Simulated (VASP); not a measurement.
Hf:

```xyz
2
Lattice="0.0048 -2.2356 -2.2399 0.0129 2.2133 -2.2176 4.3782 0.0082 -0.0177" Properties=species:S:1:pos:R:3 pbc="T T T"
Hf    2.2130   -0.0204   -2.2534
Hf    4.3809   -0.0008   -4.4593
```

The cell isn't the ideal one: all atoms moved at random, sigma 0.05 Å a component, cell strained at random, sigma 0.01.

```yaml
Program: VASP 6.6.1
Task: relaxation of cell and atoms
Functional: PBE
Potentials_or_basis: VASP PAW PBE potentials, release 64 (Hf_pv)
Cutoff: 600 eV
k_mesh: 8 × 9 × 6
Occupations: methfessel-paxton, width 0.2 eV
Spin: no spin polarisation
```

At the start: pressure 3.8 GPa; volume 21.71 Å³/atom.

Question: How do energy, volume and symmetry change on relaxing?

Answer: Over 15 steps the energy falls by 12.3 meV/atom and the volume is 22.49 Å³/atom (+3.6 %); space group Fm-3m (No. 225, to 0.05 Å).

Step by step:
```csv
step,energy change (eV),largest force (eV/Å),pressure (GPa),volume (Å³)
1,0.0000,0.2061,3.79,43.41
2,-0.0028,0.0861,-3.60,46.71
3,-0.0210,0.1338,-0.23,45.09
4,-0.0232,0.0892,-0.12,45.02
5,-0.0241,0.0480,0.03,44.95
6,-0.0241,0.0428,0.04,44.94
7,-0.0245,0.0256,-0.02,44.97
8,-0.0246,0.0189,-0.04,44.98
9,-0.0245,0.0186,-0.11,45.01
10,-0.0246,0.0182,-0.06,44.99
11,-0.0247,0.0096,0.08,44.92
12,-0.0247,0.0106,0.11,44.92
13,-0.0247,0.0042,0.08,44.94
14,-0.0247,0.0034,0.06,44.95
15,-0.0247,0.0014,-0.02,44.97
```

Final structure:
```yaml
crystal:
  lattice:
    - [0.00002, -2.24567, -2.24552]
    - [-0.00002, 2.24148, -2.24132]
    - [4.46769, 0.00005, -0.00020]
  atoms:
    - { symbol: Hf, position: [0.49994, 0.49999, 0.49997] }
    - { symbol: Hf, position: [0.00006, 0.00001, 0.00003] }
```
